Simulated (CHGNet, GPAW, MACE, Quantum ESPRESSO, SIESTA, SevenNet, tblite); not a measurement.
# Which run comes nearest? Cu/Pt superlattice along [001] (72 atoms)

The cell holds 72 atoms: 54 Cu and 18 Pt. Cell: a = 8.324 Å, b = 8.324 Å, c = 13.130 Å, α = 90.0°, β = 90.0°, γ = 90.0°. It derives from Cu. Fcc lattice with in-plane constant 3.924 Å; 3 periods of Cu and 1 of Pt along [001], 3 x 3 in-plane cells; the two parts stretched along z by 0.8705 and 1.0; minimised with a classical potential (one cell length free). Then every atom was moved at random, 0.02 Å r.m.s. a Cartesian component. Regions: Cu, 54 atoms (54 Cu); Pt, 18 atoms (18 Pt).

Geometry: as built.

The reference, a calculation:

| Item | Value |
| --- | --- |
| method | Kohn-Sham DFT, PBE, SSSP efficiency 1.3.0 pseudopotentials, plane waves (Quantum ESPRESSO 7.5); sssp-pbe-1.3.0-efficiency, cutoffs 60/480 Ry, Γ point |
| r.m.s. force component | 0.2757 eV/Å |
| longest force | 1.002 eV/Å |
| pressure | 5.054 GPa |
| time | 7 min on 4 MPI ranks of Arm Neoverse V2, shared host |
| CPU time | 28 min |

In doubt: a PseudoDojo file used here is known to give poor structures and forces (SIESTA), which bears on pressures, cells, forces and phonons.

Q: Estimate the differences from the reference, the CPU time and the memory of each run.
- SIESTA PBE, DZP, shift 0.01 Ry, mesh 500 Ry (SIESTA 5.4.2; 4 MPI ranks)
- GPAW RPBE, LCAO dzp, h 0.2 Å (GPAW 26.7.0; 1 thread)
- CHGNet r2SCAN potential (CHGNet r2SCAN; 1 thread)
- QE PBE, sssp-1.3.0-efficiency, 30/240 Ry (Quantum ESPRESSO 7.5; 4 MPI ranks)
- GPAW PBE, LCAO dzp, h 0.2 Å (GPAW 26.7.0; 1 thread)
- GPAW PBE, LCAO dzp, h 0.16 Å (GPAW 26.7.0; 1 thread)
- SIESTA PBE, SZ, shift 0.01 Ry, mesh 500 Ry (SIESTA 5.4.2; 1 thread)
- SIESTA PBE, DZ, shift 0.01 Ry, mesh 500 Ry (SIESTA 5.4.2; 2 MPI ranks)
- GPAW PBE, grid h 0.18 Å (GPAW 26.7.0; 4 MPI ranks)
- tblite GFN1-xTB (tblite 0.8.0; 1 thread)

Differences are against the plane-wave reference, forces as r.m.s. over components; share is that over the reference's r.m.s. force, slope the least-squares factor from reference forces to these. Total energies of different programs have different zeros and aren't compared.

```csv
run,"Δ force, r.m.s. (meV/Å)",share (%),slope,Δ pressure (GPa),cores,CPU time,memory (GiB)
reference,-,-,-,-,4,28 min,4.0
"SIESTA PBE, DZP, shift 0.01 Ry, mesh 500 Ry",54.6,19.8,0.974,-2.83,4,10 min,2.3
"GPAW RPBE, LCAO dzp, h 0.2 Å",36.7,13.3,1.080,-,1,8.4 min,1.5
CHGNet r2SCAN potential,185,67.0,0.377,-7.27,1,4.2 s,1.5
"QE PBE, sssp-1.3.0-efficiency, 30/240 Ry (coarse)",9.79,3.55,1.016,-17.3,4,14 min,1.6
"GPAW PBE, LCAO dzp, h 0.2 Å",28.0,10.1,1.036,-,1,8.5 min,1.5
"GPAW PBE, LCAO dzp, h 0.16 Å",27.5,9.99,1.045,-,1,18 min,3.1
"SIESTA PBE, SZ, shift 0.01 Ry, mesh 500 Ry (coarse)",162,58.7,1.168,16.3,1,3.1 min,0.92
"SIESTA PBE, DZ, shift 0.01 Ry, mesh 500 Ry (coarse)",286,104,1.792,-15.0,2,5.3 min,1.4
"GPAW PBE, grid h 0.18 Å",24.2,8.79,1.061,-,4,1.7 h,5.5
tblite GFN1-xTB,148,53.8,0.603,18.4,1,7.3 s,0.15
```

Rows marked coarse were listed beforehand as settings not expected to be converged; some can still land near the reference.

Times of the machine-learned potentials are mostly Python's start and the loading of weights.

CPU time is summed over cores on a shared host, where runs went side by side, so it is rough. Symmetry, cutoffs, thresholds, outputs and thread counts weren't matched or tuned between programs; memory under MPI is the largest rank's times the ranks.

PBE on plane waves or a grid with other potentials, cutoffs or grids, coarse settings apart, differs from the reference by 8.8 % (GPAW PBE, grid h 0.18 Å) of the r.m.s. force; potentials, valence shells or grid differ, and the table alone doesn't part them. The PBE runs in local orbitals, coarse settings apart, differ by 10.0 % (GPAW PBE, LCAO dzp, h 0.16 Å) to 20 % (SIESTA PBE, DZP, shift 0.01 Ry, mesh 500 Ry); basis, grid and potentials can all enter. Tight binding differs by 54 % (tblite GFN1-xTB); it is another model, with fitted parameters of its own, and the xTB methods hold dispersion. Machine-learned potentials differ by 67 % (CHGNet r2SCAN potential); they were trained on other programs' data, some at another functional. Periodic xTB results under one method name differ between programs and library versions. Machine-learned potentials mimic data converged in k, so the reference's own k-point error enters their differences. The electronic-structure runs sample only Γ, in a cell whose shortest periodic width is 8 Å, which is coarse for a cell with partly filled levels.

[Logs are printed without paths, hosts, clocks, repeated set-up lines and the standing remarks that a program may print on its own settings, such as how far it seeks lower states.]

[Hosts, paths, dates, database ids (printed as entryN), source tags and the programs' standing remarks are cut or masked in the printed files.]
